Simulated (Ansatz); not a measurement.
GaAs:

```
CELL_PARAMETERS angstrom
3.81014 0.00000 0.00000
0.00000 3.81014 0.00000
0.00000 0.00000 2.73891
ATOMIC_POSITIONS crystal
Ga 0.50000 0.50000 0.50000
As 0.00000 0.00000 0.50000
```

The cell was built by a generator and needn't be a form met in nature.

```yaml
Program: Ansatz 0.2.0
Task: relaxation of cell and atoms
Functional: HSEsol
Potentials_or_basis: Ansatz PAW
Cutoff: "420 eV (not typed: the program's choice for these potentials)"
k_mesh: 4 × 4 × 5
Occupations: fermi-dirac, width 0.05 eV
Spin: no spin polarisation
```

At the start: volume 19.88 Å³/atom.

Where does the relaxation end?

It ends after 7 steps and the volume is 18.97 Å³/atom (-4.6 %); space group P4/mmm (No. 123, to 0.05 Å).

Step by step:
| step | energy change (eV) | largest force (eV/Å) | volume (Å³) |
| --- | --- | --- | --- |
| 1 | 0.0000 | 0.0000 | 39.76 |
| 2 | -0.1595 | 0.0000 | 38.54 |
| 3 | -0.2043 | 0.0000 | 37.51 |
| 4 | -0.2149 | 0.0000 | 38.26 |
| 5 | -0.2161 | 0.0000 | 37.83 |
| 6 | -0.2161 | 0.0000 | 37.93 |
| 7 | -0.2153 | 0.0000 | 37.93 |

Final structure:
```cif
data_structure
_symmetry_space_group_name_H-M 'P 1'
_symmetry_Int_Tables_number 1
_cell_length_a 3.8857
_cell_length_b 3.8857
_cell_length_c 2.5123
_cell_angle_alpha 90.000
_cell_angle_beta 90.000
_cell_angle_gamma 90.000
_cell_volume 37.93
loop_
_atom_site_label
_atom_site_type_symbol
_atom_site_fract_x
_atom_site_fract_y
_atom_site_fract_z
_atom_site_occupancy
Ga1 Ga 0.50000 0.50000 0.50000 1
As1 As 0.00000 0.00000 0.50000 1
```

Caveat: the k mesh is coarse (spacing up to 0.46 Å⁻¹), so the values aren't converged, least of all with exact exchange; the plane-wave basis is chosen anew once the cell has moved, so the energies of steps on either side of that aren't comparable; the PAW data sets come from PBE, with cores solved anew for the run's functional, which leaves a small shift of forces and pressure.
